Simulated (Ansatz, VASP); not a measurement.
ZnS: VASP beside Ansatz

File INCAR:

```
ALGO = Normal ; EDIFF = 1E-6
EDIFFG = -0.005 ; ENCUT = 600
GGA = PS ; IBRION = 2
ISIF = 3 ; ISMEAR = 0
LASPH = True ; LCHARG = False
LREAL = False ; LWAVE = False
NELM = 100 ; NSW = 100
PREC = Accurate ; SIGMA = 0.02
```

File KPOINTS:

```
k-points
0
Gamma
  10 10 10
```

Contents of POSCAR:

```
ZnS
1.0
    0.0000000000      2.6936828773      2.6936828773
    2.6936828773      0.0000000000      2.6936828773
    2.6936828773      2.6936828773      0.0000000000
Zn S
1 1
Direct
    0.0000000000      0.0000000000      0.0000000000
    0.2500000000      0.2500000000      0.2500000000
```

Input for Ansatz:

```yaml
crystal:
  lattice:
    - [0.0, 2.6936828773, 2.6936828773]
    - [2.6936828773, 0.0, 2.6936828773]
    - [2.6936828773, 2.6936828773, 0.0]
  atoms:
    - { symbol: Zn, position: [0.0, 0.0, 0.0] }
    - { symbol: S, position: [0.25, 0.25, 0.25] }
basis:
  ecutwfc: 420
kpoints:
  mp_grid: { grid: [10, 10, 10] }
hamiltonian:
  xc: pbesol
scf:
  occupations: { method: gaussian, width: 0.02 }
output:
  forces: true
  stress: true
  eigenvalues: true
relax:
  adjacent_minimum: "off"
  f_tol: 0.005
  max_steps: 80
  cell: { stress_tol: 0.05 }
```

The cell is a database's computed one.

Alike in both runs: task relaxation of cell and atoms; functional PBEsol; k mesh 10 × 10 × 10; occupations gaussian, width 0.02 eV; no spin polarisation.

```csv
,VASP,Ansatz
version,VASP 6.6.1,Ansatz 0.2.0
potentials or method,"VASP PAW PBE potentials, release 64 (Zn, S)","scalar-relativistic, plane waves, PAW"
plane-wave cutoff (eV),600,420
valence electrons in the cell,18,18
```

|  | VASP | Ansatz | Ansatz less VASP |
| --- | --- | --- | --- |
| gap on the k mesh at the Fermi level, each at its own relaxed structure (eV) | 2.08 | 2.09 | +0.006 |
| relaxed volume (Å³/atom) | 19.27 | 19.21 | -0.061 |
| relaxed cell length with the largest relative difference (Å) | 3.791 | 3.787 | -0.0040 |
| energy change over the relaxation (meV/atom) | -1 | -1 | -0.4 |

Caveats: the PAW data sets were made with another functional, which shifts forces and pressure a little (VASP). As with any semilocal functional, this PBEsol gap is likely too small.
